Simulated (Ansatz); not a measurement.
**Au under changes of volume**

One of the cells (18.207 Å³/atom); the others are scaled copies at fixed shape and fractional positions:

```
Au
1.0
    -1.65727    1.65727    1.65727
     1.65727   -1.65727    1.65727
     1.65727    1.65727   -1.65727
Au
1
Direct
  0.00000 0.00000 0.00000
```

This isn't the form of Au at room conditions, which is fcc.

| Property | Result |
| --- | --- |
| Program | Ansatz 0.2.0 |
| Functional | PBEsol |
| Potentials or basis | all-electron LAPW, scalar-relativistic |
| Cutoff | 269 eV (chosen from the basis error) |
| Basis error allowed | 0.0005 eV/atom |
| k mesh | 11 × 11 × 11 |
| Occupations | fermi-dirac, width 0.05 eV |
| Spin | no spin polarisation |

```tsv
volume (Å³/atom)	energy over the lowest point (meV/atom)	pressure (GPa)
17.115	0.00	-0.3
17.479	4.69	-3.6
17.843	16.27	-6.4
18.207	33.76	-8.9
18.571	56.39	-11.0
18.935	83.48	-12.9
19.299	?	?
```

Problem. What does the run at 19.299 Å³/atom give?

Solution. Energy over the lowest point 114.46 meV/atom; pressure -14.4 GPa.

Worked out: A Birch-Murnaghan fit of order 3 (a polynomial in V^(-2/3)) to the other rows has its minimum at 17.07 Å³/atom, just outside them, with B0 = V·E''(V) = 166 GPa and B' = 5.6. It gives 114.38 meV/atom at 19.299 Å³/atom, against the run's 114.46, and -dE/dV = -14.4 GPa, against -14.4.

Energies are extrapolated to zero smearing.
